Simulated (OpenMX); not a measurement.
Runs of OpenMX 3.8.5 on MgS (Niningerite). The structure is cubic, space group Fm-3m (No. 225). The conventional cell has a = 5.203 Å, b = 5.203 Å, c = 5.203 Å, α = 90.00°, β = 90.00°, γ = 90.00°. Around S (site symmetry m-3m) lie 6 Mg at 2.60 Å. Around Mg (site symmetry m-3m) lie 6 S at 2.60 Å. 

```csv
task,level,potentials or basis,spin,max SCF cycles,k mesh for the DOS,"grid points, held for all volumes",gap on the mesh (eV),pressure (GPa),V0 of scaled cells (Å³/atom),B0 (GPa)
density of states,PBE+D3,"OpenMX 2013 PBE set, S7.0-s2p2d1f1, Mg7.0-s3p2d1, grid cutoff 500 Ry",off,100,12 × 12 × 12,-,2.86,-,-,-
equation of state,PBE,"OpenMX 2013 PBE set, S7.0-s2p2d1, Mg7.0-s3p2, fixed grid of 40 × 40 × 40 points",off,-,-,40 × 40 × 40,-,-,17.93,84
band structure,LDA,"OpenMX 2013 LDA set, S7.0-s2p2d1f1, Mg7.0-s3p2d1, grid cutoff 500 Ry",off,100,-,-,2.66,(a),-,-
density of states,LDA-PW92,"OpenMX 2013 LDA set, S7.0-s2p2d1f1, Mg7.0-s3p2d1, grid cutoff 500 Ry","collinear, random start",100,12 × 12 × 12,-,2.66,(b),-,-
equation of state,LDA,"OpenMX 2013 LDA set, S7.0-s2p2d1f1, Mg7.0-s3p2d1, fixed grid of 40 × 40 × 40 points",off,-,-,40 × 40 × 40,-,-,16.96,86
```

Alike in all rows: cell as given; k mesh 9 × 9 × 9; smearing fermi-dirac 0.05 eV.

Fill in the values left out.

(a) -2.8; (b) -2.9.

Caveats: the basis of atomic orbitals isn't converged, which shifts pressures, moduli and gaps; an odd mesh through Γ misses points on the zone boundary, where band edges often lie (some runs); volumes in these bases differ from converged ones by about 1 %, for some elements by several (some runs); the mesh misses the band edges, which the band path finds closer together (some runs).

Not every run made on this cell is shown here.
